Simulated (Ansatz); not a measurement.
## Structure types of Nb at a series of pressures

All-electron LAPW in Ansatz 0.2.0 under PBE, scalar-relativistic, energies extrapolated to zero smearing, no spin–orbit coupling; spin polarisation is left out. At each pressure a set of structure types was relaxed with symmetry kept. The table gives H = E + pV above the lowest type of that row in meV/atom (up to 5 of noise); a dash means not tried or turned into another type. Real phases may be missing from the set. k spacings are near 0.17 to 0.21 Å⁻¹, smearing 0.05 to 0.1 eV.

Among bcc, hcp, fcc, beta tin, simple hexagonal, sc, which leads at -3.3, 28, 55, 200 GPa?

bcc at -3.3 GPa; bcc at 28 GPa; bcc at 55 GPa; bcc at 200 GPa.

| p (GPa) | V of the lowest (Å³/atom) | bcc | hcp | fcc | beta tin | simple hexagonal | sc |
| --- | --- | --- | --- | --- | --- | --- | --- |
| -3.3 | 18.50 | 0 | 283 | 312 | 578 | 597 | – |
| 28 | 15.91 | 0 | 376 | 424 | 741 | 801 | 1270 |
| 55 | 14.56 | 0 | 434 | 496 | 833 | – | 1447 |
| 200 | 11.17 | 0 | 622 | 689 | – | 1352 | 2103 |
